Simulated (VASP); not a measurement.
Output of a VASP run:

### OSZICAR
```
       N       E                     dE             d eps       ncg     rms          rms(c)
DAV:   1     0.219841081710E+03    0.21984E+03   -0.14076E+04   512   0.152E+03
DAV:   2    -0.864987889442E+01   -0.22849E+03   -0.22400E+03   656   0.389E+02
DAV:   3    -0.182952369636E+02   -0.96454E+01   -0.96387E+01   584   0.900E+01
DAV:   4    -0.186413738869E+02   -0.34614E+00   -0.34609E+00   888   0.126E+01
DAV:   5    -0.186434342071E+02   -0.20603E-02   -0.20603E-02   576   0.106E+00    0.802E+00
DAV:   6    -0.173077168279E+02    0.13357E+01   -0.73101E+00   536   0.191E+01    0.312E+00
DAV:   7    -0.173128824222E+02   -0.51656E-02   -0.19186E-01   664   0.392E+00    0.167E+00
DAV:   8    -0.173313392643E+02   -0.18457E-01   -0.33526E-02   664   0.227E+00    0.199E-01
DAV:   9    -0.173356993134E+02   -0.43600E-02   -0.80968E-03   640   0.716E-01    0.134E-01
DAV:  10    -0.173366028671E+02   -0.90355E-03   -0.14116E-03   648   0.280E-01    0.355E-02
DAV:  11    -0.173366143266E+02   -0.11459E-04   -0.10364E-04   648   0.946E-02    0.167E-02
DAV:  12    -0.173366210895E+02   -0.67629E-05   -0.24715E-05   672   0.484E-02    0.326E-03
DAV:  13    -0.173366214412E+02   -0.35170E-06   -0.35963E-06   632   0.160E-02
   1 F= -.17659871E+02 E0= -.17659871E+02  d E =-.176599E+02
```

File OUTCAR:
```
------------------------ aborting loop because EDIFF is reached ----------------------------------------
 Edisp (eV)   -0.32325
  FORCE on cell =-STRESS in cart. coord.  units (eV):
  Direction    XX          YY          ZZ          XY          YZ          ZX
  --------------------------------------------------------------------------------------
  Total       0.02030     0.02030     0.02030     0.00000     0.00000     0.00000
  in kB       0.78764     0.78764     0.78764     0.00000     0.00000     0.00000
  external pressure =        0.79 kB  Pullay stress =        0.00 kB
  volume of cell :       41.30
      direct lattice vectors                 reciprocal lattice vectors
     0.000000000  2.743478777  2.743478777    -0.182250362  0.182250362  0.182250362
     2.743478777  0.000000000  2.743478777     0.182250362 -0.182250362  0.182250362
     2.743478777  2.743478777  0.000000000     0.182250362  0.182250362 -0.182250362
 POSITION                                       TOTAL-FORCE (eV/Angst)
 -----------------------------------------------------------------------------------
      0.00000      0.00000      0.00000        -0.000000      0.000000     -0.000000
      1.37174      1.37174      1.37174         0.000000     -0.000000     -0.000000
      4.11522      4.11522      4.11522        -0.000000      0.000000      0.000000
 -----------------------------------------------------------------------------------
    total drift:                                0.000000     -0.000000      0.000000
  FREE ENERGIE OF THE ION-ELECTRON SYSTEM (eV)
  ---------------------------------------------------
  free  energy   TOTEN  =       -17.6598714378 eV

  energy  without entropy=      -17.6598714378  energy(sigma->0) =      -17.65987144

 reached required accuracy - stopping structural energy minimisation
```
(Selected blocks of OUTCAR.)

### POSCAR
```
CaF2
1
   -0.0000000000     2.7434787767     2.7434787767
    2.7434787767    -0.0000000000     2.7434787767
    2.7434787767     2.7434787767     0.0000000000
Ca F
1 2
Direct
  0.0000000000   1.0000000000   1.0000000000
  0.2500000000   0.2500000000   0.2500000000
  0.7500000000   0.7500000000   0.7500000000
```

Q: Reconstruct the remaining input files.

A: This is not unique; one that fits is the input of the run itself, PBE GGA with D3 dispersion (zero damping), plane waves, VASP's PBE PAW potentials (set 64).

### INCAR
```
ALGO = Normal
EDIFF = 1E-6
EDIFFG = -0.02
ENCUT = 520
GGA = PE
IBRION = 2
ISIF = 3
ISMEAR = 0
IVDW = 11
LASPH = .TRUE.
LCHARG = .FALSE.
LREAL = .FALSE.
LWAVE = .FALSE.
NELM = 100
NSW = 60
PREC = Accurate
SIGMA = 0.05
SYSTEM = CaF2
```

**KPOINTS**
```
Automatic mesh
0
Gamma
6 6 6
```

POTCAR, in this order: Ca_sv F (PBE.64 set). Program: vasp_std.

The compound is CaF2 in the fluorite structure. It was relaxed first. The start is the result of an earlier pass.
